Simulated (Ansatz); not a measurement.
# GdGa15As16: the cost of one run

Method: DFT PBE, scalar-relativistic, plane waves, PAW, in Ansatz 0.2.0.

1 further run of the same task is left out (set aside as unsound or not needed).

## Step 1: The structure to begin with

The cell holds 32 atoms (As16Ga15Gd): a = 9.952 Å, b = 9.952 Å, c = 9.952 Å, α = 109.47°, β = 109.47°, γ = 109.47°.

The coordinates of this cell stand in the input of its own run.

The host was relaxed before at PBE: a = 5.746 Å, b = 5.746 Å, c = 5.746 Å, α = 90.00°, β = 90.00°, γ = 90.00° (conventional cell), 23.714 Å³/atom.

Places, in fractions of the supercell: Gd in place of Ga at (0.250, 0.500, 0.250). The start keeps the symmetry of the ideal site.

Earlier runs gave the host's free energy in this supercell, -138237.745 eV.

## Step 2: Charge 0, atoms relaxed

The input, input.yaml:

```yaml
crystal:
  lattice:
    - [-5.7459815546, -5.7459815546, 5.7459815546]
    - [5.7459815546, 5.7459815546, 5.7459815546]
    - [-5.7459815546, 5.7459815546, -5.7459815546]
  atoms:
    - { symbol: Gd, position: [0.25, 0.5, 0.25], spin: 7.0 }
    - { symbol: Ga, position: [0.5, 0.5, 0.0] }
    - { symbol: Ga, position: [0.25, 0.75, 0.0] }
    - { symbol: Ga, position: [0.75, 0.5, 0.75] }
    - { symbol: Ga, position: [0.5, 0.75, 0.75] }
    - { symbol: Ga, position: [0.25, 0.0, 0.75] }
    - { symbol: Ga, position: [0.0, 0.5, 0.5] }
    - { symbol: Ga, position: [0.75, 0.75, 0.5] }
    - { symbol: Ga, position: [0.5, 0.0, 0.5] }
    - { symbol: Ga, position: [0.25, 0.25, 0.5] }
    - { symbol: Ga, position: [0.0, 0.75, 0.25] }
    - { symbol: Ga, position: [0.75, 0.0, 0.25] }
    - { symbol: Ga, position: [0.5, 0.25, 0.25] }
    - { symbol: Ga, position: [0.0, 0.0, 0.0] }
    - { symbol: Ga, position: [0.75, 0.25, 0.0] }
    - { symbol: Ga, position: [0.0, 0.25, 0.75] }
    - { symbol: As, position: [0.0, 0.25, 0.0] }
    - { symbol: As, position: [0.25, 0.25, 0.75] }
    - { symbol: As, position: [0.0, 0.5, 0.75] }
    - { symbol: As, position: [0.5, 0.25, 0.5] }
    - { symbol: As, position: [0.25, 0.5, 0.5] }
    - { symbol: As, position: [0.0, 0.75, 0.5] }
    - { symbol: As, position: [0.75, 0.25, 0.25] }
    - { symbol: As, position: [0.5, 0.5, 0.25] }
    - { symbol: As, position: [0.25, 0.75, 0.25] }
    - { symbol: As, position: [0.0, 0.0, 0.25] }
    - { symbol: As, position: [0.75, 0.5, 0.0] }
    - { symbol: As, position: [0.5, 0.75, 0.0] }
    - { symbol: As, position: [0.25, 0.0, 0.0] }
    - { symbol: As, position: [0.75, 0.75, 0.75] }
    - { symbol: As, position: [0.5, 0.0, 0.75] }
    - { symbol: As, position: [0.75, 0.0, 0.5] }
basis:
  ecutwfc: 420
  xc_grid: 2
kpoints:
  mp_grid: { grid: [3, 3, 3], shift: [0.0, 0.0, 0.0] }
hamiltonian:
  xc: pbe
scf:
  occupations: { method: gaussian, width: 0.05 }
  lower_state_search: "off"
output:
  forces: true
  stress: false
  eigenvalues: true
  populations: true
  hubbard: { sites: [{ species: Gd, l: f }] }
  write_density: true
  write_potential: true
  elf: true
  volumetric_format: npy
magnetization:
  spin_polarized: true
relax:
  adjacent_minimum: "off"
  f_tol: 0.03
  max_steps: 40
```

On the command line:

```sh
> ansatz run input.yaml --threads 8 --pin off --max-ram 16384MiB --backend cpu --events-out ev --progress --plain --runs-dir out
```

What time and memory should one allow on 8 threads of Arm Neoverse V2, shared host?

About 3.4 min, with a peak of 6.6 GiB.
